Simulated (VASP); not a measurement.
# Ga (C2/c) in VASP: a series of runs

One crystal, Ga, is run at these levels: PBE; tasks: single point.

Everything below comes from runs of VASP 6.6.1. Logs are shortened: lines on timing, memory, paths and dates and some standing lists are left out, and cuts for length are marked.

## Step 1: The structure

The structure is monoclinic, space group C2/c (No. 15). The conventional cell has a = 2.766 Å, b = 8.053 Å, c = 3.332 Å, α = 90.00°, β = 92.02°, γ = 90.00°. Ga (site symmetry 2) has 8 Ga at 2.69 to 2.92 Å as nearest neighbours.

This isn't the form of Ga at room conditions, which is orthorhombic.

## Step 2: Single point, PBE

Contents of INCAR:

```
PREC = Accurate
ENCUT = 900
EDIFF = 1E-8
ISMEAR = 0
SIGMA = 0.1
LREAL = False
LASPH = True
NELM = 100
ALGO = Normal
ISIF = 2
LWAVE = False
LCHARG = False
GGA = PE
NBANDS = 20
ADDGRID = False
```

Contents of KPOINTS:

```
regular mesh
0
Gamma
  18 18 14
```

Contents of POSCAR:

```
Ga
1.0
    1.3830000000     -4.0265000000      0.0000000000
    1.3830000000      4.0265000000      0.0000000000
   -0.1174474948      0.0000000000      3.3299294416
Ga
2
Direct
    0.1310000000      0.8690000000      0.7500000000
    0.8690000000      0.1310000000      0.2500000000
```

Potentials or basis: VASP PAW PBE potentials, release 64 (Ga_d).

The run is started by

```sh
cat potpaw_PBE.64/Ga_d/POTCAR > POTCAR
mpirun -np 1 vasp_std > vasp.out
```

OUTCAR:

```text
PREC = Accurate
   ENCUT = 900
   EDIFF = 1E-8
   ISMEAR = 0
   LREAL = False
   LASPH = True
   NELM = 100
   ISIF = 2
   GGA = PE

 ion  position               nearest neighbor table
   1  0.131  0.869  0.750-   2 2.69   2 2.69   2 2.86   2 2.86   2 2.92   2 2.92
   2  0.869  0.131  0.250-   1 2.69   1 2.69   1 2.86   1 2.86   1 2.92   1 2.92

  LATTYP: Found a base centered monoclinic cell.
 ALAT       =     2.7660000000
 B/A-ratio  =     2.9114244396
 C/A-ratio  =     1.2046276211
 COS(beta)  =    -0.0352483478

  Lattice vectors:

 A1 = (   1.3830000000,  -4.0265000000,   0.0000000000)
 A2 = (   1.3830000000,   4.0265000000,   0.0000000000)
 A3 = (  -0.1174474948,   0.0000000000,   3.3299294416)

Analysis of symmetry for initial positions (statically):
=====================================================================
 Subroutine PRICEL returns:
 Original cell was already a primitive cell.

 Routine SETGRP: Setting up the symmetry group for a
 base centered monoclinic supercell.

 Subroutine GETGRP returns: Found  4 space group operations
 (whereof  2 operations were pure point group operations)
 out of a pool of  4 trial point group operations.

The static configuration has the point symmetry S_2 .
 The point group associated with its full space group is C_2h.

Analysis of symmetry for dynamics (positions and initial velocities):
=====================================================================
 Subroutine PRICEL returns:
 Original cell was already a primitive cell.

 Routine SETGRP: Setting up the symmetry group for a
 base centered monoclinic supercell.

 Subroutine GETGRP returns: Found  4 space group operations
 (whereof  2 operations were pure point group operations)
 out of a pool of  4 trial point group operations.

The dynamic configuration has the point symmetry S_2 .
 The point group associated with its full space group is C_2h.

 Subroutine INISYM returns: Found  4 space group operations
 (whereof  2 operations are pure point group operations),
 and found     1 'primitive' translations

----------------------------------------------------------------------------------------

                                     Primitive cell

  volume of cell :      37.0864

  direct lattice vectors                    reciprocal lattice vectors
     1.383000000 -4.026500000  0.000000000     0.361532899 -0.124177325  0.012751361
     1.383000000  4.026500000  0.000000000     0.361532899  0.124177325  0.012751361
    -0.117447495  0.000000000  3.329929442     0.000000000  0.000000000  0.300306663

  length of vectors
     4.257392541  4.257392541  3.332000000     0.382476983  0.382476983  0.300306663

  position of ions in fractional coordinates (direct lattice)
     0.131000000  0.869000000  0.750000000
     0.869000000  0.131000000  0.250000000

  ion indices of the primitive-cell ions
   primitive index   ion index
                 1           1
                 2           2

----------------------------------------------------------------------------------------

 KPOINTS: regular mesh

Automatic generation of k-mesh.
 Grid dimensions read from file:
 generate k-points for:   18   18   14

 Generating k-lattice:

  Cartesian coordinates                     Fractional coordinates (reciprocal lattice)
     0.020085161 -0.006898740  0.000708409     0.055555556  0.000000000  0.000000000
     0.020085161  0.006898740  0.000708409     0.000000000  0.055555556  0.000000000
     0.000000000  0.000000000  0.021450476     0.000000000  0.000000000  0.071428571

  Length of vectors
     0.021248721  0.021248721  0.021450476

  Shift w.r.t. Gamma in fractional coordinates (k-lattice)
     0.000000000  0.000000000  0.000000000

 Subroutine IBZKPT returns following result:
 ===========================================

 Found   1208 irreducible k-points:

 Following reciprocal coordinates:
            Coordinates               Weight
  0.000000  0.000000  0.000000      1.000000
  0.055556 -0.000000  0.000000      4.000000
  0.111111 -0.000000  0.000000      4.000000
  0.166667 -0.000000  0.000000      4.000000
  0.222222 -0.000000  0.000000      4.000000
  0.277778 -0.000000 -0.000000      4.000000
[... 16 lines left out ...]
 -0.277778  0.055556  0.000000      4.000000
 -0.222222  0.055556 -0.000000      4.000000
 [... further k-points ...]
   k-points           NKPTS =   1208   k-points in BZ     NKDIM =   1208   number of bands    NBANDS=     20
   number of dos      NEDOS =    301   number of ions     NIONS =      2
   total plane-waves  NPLWV =  63504
   dimension x,y,z NGX =    42 NGY =   42 NGZ =   36
   dimension x,y,z NGXF=    84 NGYF=   84 NGZF=   72
   ions per type =               2
   NGX,Y,Z   is equivalent  to a cutoff of  16.40, 16.40, 17.96 a.u.
   NGXF,Y,Z  is equivalent  to a cutoff of  32.80, 32.80, 35.92 a.u.
 SYSTEM =  unknown system
   PREC   = accura    normal or accurate (medium, high low for compatibility)
   ISTART =      0    job   : 0-new  1-cont  2-samecut
   ICHARG =      2    charge: 1-file 2-atom 10-const
   ISPIN  =      1    spin polarized calculation?
   LNONCOLLINEAR =      F non collinear calculations
   LSORBIT =      F    spin-orbit coupling
   LASPH  =      T    aspherical Exc in radial PAW
   ENCUT  =  900.0 eV  66.15 Ry    8.13 a.u.  10.41 10.41  8.15*2*pi/ulx,y,z
   NELM   =    100;   NELMIN=  2; NELMDL= -5     # of ELM steps
   EDIFF  = 0.1E-07   stopping-criterion for ELM
   LREAL  =      F    real-space projection
   EDIFFG = 0.1E-06   stopping-criterion for IOM
   NSW    =      0    number of steps for IOM
   IBRION =     -1    ionic relax: 0-MD 1-quasi-New 2-CG
   NFREE  =      0    steps in history (QN), initial steepest desc. (CG)
   ISIF   =      2    stress and relaxation
   ISYM   =      2    0-nonsym 1-usesym 2-fastsym
   POTIM  = 0.5000    time-step for ionic-motion
   TEBEG  =    0.0;   TEEND  =   0.0 temperature during run
   PSTRESS=    0.0 pullay stress
   NELECT =      26.0000    total number of electrons
   NUPDOWN=      -1.0000    fix difference up-down
   EMIN   =  10.00;   EMAX   =-10.00  energy-range for DOS
   EFERMI =   0.00;   METHOD = LEGACY
   ISMEAR =     0;   SIGMA  =   0.10  broadening in eV -4-tet -1-fermi 0-gaus
   EFERMI_NEDOS =   21; number of points for ismear=-14 and -15
   IALGO  =     38    algorithm
   IMIX   =      4    mixing-type and parameters
     AMIX     =   0.40;   BMIX     =  1.00
     AMIX_MAG =   1.60;   BMIX_MAG =  1.00
  volume/ion in A,a.u.               =      18.54       125.14
  Fermi-wavevector in a.u.,A,eV,Ry     =   1.454323  2.748273 28.777089  2.115056
  Thomas-Fermi vector in A             =   2.571487
   LORBIT       =      0    0 simple, 1 ext, 2 COOP (PROOUT), +10 PAW based schemes
   GGA     = PE    functional components
   LHFCALC =     F    Hartree Fock is set to
   AEXX    =    0.0000 exact exchange contribution
   IVDW    =     0    specifies the selected vdW correction
   LEPSILON=     F    determine dielectric tensor
   LRPA    =     F    only Hartree local field effects (RPA)
 non-spin polarized calculation
 Gauss-broadening in eV      SIGMA  =   0.10
  energy-cutoff  :      900.00
  volume of cell :       37.09
 maximum number of plane-waves:      2295
 NGX is ok and might be reduce to    42
   NGX = 21   NGY = 21   NGZ = 17

 number of electron      26.0000003 magnetization

 Free energy of the ion-electron system (eV)
  ---------------------------------------------------
  ext. energy  EPLUGINS =         0.00000000
  ---------------------------------------------------
  free energy    TOTEN  =        -5.76936215 eV

  energy without entropy =       -5.76513648  energy(sigma->0) =       -5.76724932

 E-fermi :   5.6978     XC(G=0): -11.0577

 val. band max:        5.6956987688   @ k =  -0.3333   0.0556   0.5000
 cond. band min:       5.6982201500   @ k =   0.3889   0.3333   0.1429
 fundamental gap:      0.0025213812
 Fermi energy:         5.6977761983

 k-point     1 :       0.0000    0.0000    0.0000
  band No.  band energies     occupation
      1      -9.5050      2.00000
      2      -9.4951      2.00000
      3      -9.4588      2.00000
      4      -9.4354      2.00000
      5      -9.1612      2.00000
      6      -9.1607      2.00000
[... 12 lines left out ...]
     19      16.3798      0.00000
     20      18.7565      0.00000

 k-point     2 :       0.0556   -0.0000    0.0000
  band No.  band energies     occupation
      1      -9.5024      2.00000
      2      -9.4898      2.00000
      3      -9.4520      2.00000
      4      -9.4234      2.00000
      5      -9.1670      2.00000
      6      -9.1661      2.00000
[... 12 lines left out ...]
     19      16.6311      0.00000
     20      19.3324      0.00000

 k-point     3 :       0.1111   -0.0000    0.0000
  band No.  band energies     occupation
      1      -9.4952      2.00000
      2      -9.4759      2.00000
      3      -9.4326      2.00000
      4      -9.3883      2.00000
      5      -9.1844      2.00000
      6      -9.1822      2.00000
[... 12 lines left out ...]
     19      16.7633      0.00000
     20      19.7260      0.00000

 k-point     4 :       0.1667   -0.0000    0.0000
  band No.  band energies     occupation
      1      -9.4842      2.00000
      2      -9.4573      2.00000
      3      -9.4022      2.00000
      4      -9.3371      2.00000
      5      -9.2104      2.00000
      6      -9.2066      2.00000
[... 12 lines left out ...]
     19      16.8652      0.00000
     20      20.3069      0.00000

 k-point     5 :       0.2222   -0.0000    0.0000
  band No.  band energies     occupation
      1      -9.4712      2.00000
      2      -9.4371      2.00000
      3      -9.3669      2.00000
      4      -9.2946      2.00000
      5      -9.2415      2.00000
      6      -9.2180      2.00000
[... 12 lines left out ...]
     19      16.9917      0.00000
     20      20.8471      0.00000

 k-point     6 :       0.2778   -0.0000   -0.0000
  band No.  band energies     occupation
      1      -9.4582      2.00000
      2      -9.4180      2.00000
      3      -9.3389      2.00000
      4      -9.3034      2.00000
      5      -9.2760      2.00000
      6      -9.1934      2.00000
[... 12 lines left out ...]
     19      17.1337      0.00000
     20      19.7903      0.00000

 k-point     7 :       0.3333   -0.0000    0.0000
  band No.  band energies     occupation
      1      -9.4470      2.00000
      2      -9.4058      2.00000
      3      -9.3370      2.00000
      4      -9.3137      2.00000
      5      -9.3078      2.00000
      6      -9.2040      2.00000
[... 12 lines left out ...]
     19      17.1758      0.00000
     20      18.5918      0.00000
[... 277 lines left out ...]
 k-point    20 :      -0.4444    0.0556   -0.0000
  band No.  band energies     occupation
      1      -9.4292      2.00000
      2      -9.4101      2.00000
      3      -9.3487      2.00000
      4      -9.3283      2.00000
      5      -9.3150      2.00000
      6      -9.2025      2.00000
[... 12 lines left out ...]
     19      16.0311      0.00000
     20      17.4635      0.00000

 k-point    21 :      -0.3889    0.0556   -0.0000
  band No.  band energies     occupation
      1      -9.4345      2.00000
      2      -9.4027      2.00000
      3      -9.3313      2.00000
      4      -9.3223      2.00000
      5      -9.3171      2.00000
      6      -9.1945      2.00000
[... 12 lines left out ...]
     19      16.6524      0.00000
     20      18.0014      0.00000

 k-point    22 :      -0.3333    0.0556   -0.0000
  band No.  band energies     occupation
      1      -9.4446      2.00000
      2      -9.4097      2.00000
      3      -9.3439      2.00000
      4      -9.3101      2.00000
      5      -9.2878      2.00000
      6      -9.1830      2.00000
[... 12 lines left out ...]
     19      16.5784      0.00000
     20      19.3236      0.00000

 k-point    23 :      -0.2778    0.0556    0.0000
  band No.  band energies     occupation
      1      -9.4579      2.00000
      2      -9.4278      2.00000
      3      -9.3780      2.00000
      4      -9.2912      2.00000
      5      -9.2532      2.00000
      6      -9.2180      2.00000
[... 12 lines left out ...]
     19      16.4454      0.00000
     20      20.7574      0.00000

 k-point    24 :      -0.2222    0.0556   -0.0000
  band No.  band energies     occupation
      1      -9.4723      2.00000
      2      -9.4503      2.00000
      3      -9.4143      2.00000
      4      -9.3211      2.00000
      5      -9.2230      2.00000
      6      -9.2187      2.00000
[... 12 lines left out ...]
     19      16.3711      0.00000
     20      21.1757      0.00000

 [... further k-points ...]

------------------------ aborting loop because EDIFF is reached ----------------------------------------

  FORCE on cell =-STRESS in cart. coord.  units (eV):
  Direction    XX          YY          ZZ          XY          YZ          ZX
  --------------------------------------------------------------------------------------
  -------------------------------------------------------------------------------------
  Total        0.4149517      0.4585833      0.4809357      0.0000000      0.0000000     -0.0164157
  in kB       17.9264038     19.8113439     20.7769909      0.0000000      0.0000000     -0.7091787
  external PRESSURE =      19.5049129 kB  Pullay stress =       0.0000000 kB

 VOLUME and BASIS-vectors are now :
 -----------------------------------------------------------------------------
  energy-cutoff  :      900.00
  volume of cell :       37.09
      direct lattice vectors                 reciprocal lattice vectors
     1.383000000 -4.026500000  0.000000000     0.361532899 -0.124177325  0.012751361
     1.383000000  4.026500000  0.000000000     0.361532899  0.124177325  0.012751361
    -0.117447495  0.000000000  3.329929442     0.000000000  0.000000000  0.300306663

 POSITION                                       TOTAL-FORCE (eV/Angst)
 -----------------------------------------------------------------------------------
      1.29491      2.97156      2.49745        -0.000000     -0.195045      0.000000
      1.35364     -2.97156      0.83248         0.000000      0.195045      0.000000
 -----------------------------------------------------------------------------------
    total drift:                                0.000000      0.000000     -0.000000

  FREE ENERGIE OF THE ION-ELECTRON SYSTEM (eV)
  ---------------------------------------------------
  free  energy   TOTEN  =        -5.7693621516 eV

  energy  without entropy=       -5.7651364806  energy(sigma->0) =       -5.76724932
```

It took 41 min on 1 thread of Intel Xeon Platinum 8259CL at 2.50GHz (Skylake/Cascade Lake), shared host; peak memory 1.5 GiB.

Results:

```
Free energy            : -5.7694 eV
Pressure               : 2.0 GPa
Largest force          : 0.195 eV/Å
Band gap on the k mesh : none (metal or under the smearing width)
```

Forces in eV/Å, atoms in the order of the input:
```
Ga   0.000 -0.195  0.000
Ga   0.000  0.195  0.000
```

## Step 3: Single point, PBE

INCAR is that of step 2.

KPOINTS is that of step 2.

Contents of POSCAR:

```
Ga
1.0
    1.3830000000     -4.0265000000      0.0000000000
    1.3830000000      4.0265000000      0.0000000000
   -0.1174474948      0.0000000000      3.3299294416
Ga
2
Direct
    0.0863460000      0.8268100000      0.7848140000
    0.8777350000      0.1376800000      0.2531650000
```

Potentials or basis: VASP PAW PBE potentials, release 64 (Ga_d).

The run is started by

```sh
cat potpaw_PBE.64/Ga_d/POTCAR > POTCAR
mpirun -np 1 vasp_std > vasp.out
```

It took 62 min on 1 thread of Intel Xeon Platinum 8259CL at 2.50GHz (Skylake/Cascade Lake), shared host; peak memory 2.7 GiB.

The run converged. Its results:

| Quantity | Value |
| --- | --- |
| Free energy | -5.7542 eV |
| Pressure | 2.2 GPa |
| Largest force | 0.333 eV/Å |
| Band gap on the k mesh | none (metal or under the smearing width) |

Forces in eV/Å, atoms in the order of the input:
```
Ga   0.006 -0.265 -0.201
Ga  -0.006  0.265  0.201
```

Stress tensor (GPa, compression positive):
```
 1.66  0.03 -0.09
 0.03  2.69  0.67
-0.09  0.67  2.11
```

Levels at points of the mesh, in eV from the Fermi level:
```tsv
k point	band 10	band 11	band 12	band 13	band 14	band 15	band 16	band 17
(0.00, 0.00, 0.00)	-14.66	-11.26	-2.14	-1.65	1.63	5.35	9.73	10.13
(0.50, 0.00, 0.00)	-14.67	-6.17	-4.89	-1.46	-0.01	5.45	6.44	9.06
(0.00, 0.50, 0.00)	-14.70	-6.02	-5.19	-1.25	-0.10	6.12	6.64	7.81
(0.50, 0.50, 0.00)	-14.73	-9.08	-8.69	4.01	4.43	5.87	6.06	7.58
(0.00, 0.00, 0.50)	-14.74	-8.06	-7.55	1.31	2.01	2.33	2.49	11.56
(0.50, 0.00, 0.50)	-14.69	-3.19	-2.78	-1.76	-1.18	2.02	2.19	4.03
(0.00, 0.50, 0.50)	-14.66	-3.01	-2.67	-1.81	-1.54	1.44	2.24	4.60
(0.50, 0.50, 0.50)	-14.79	-6.12	-5.99	-4.47	-4.33	10.37	11.33	11.77
```

[end of part 1 of 2]
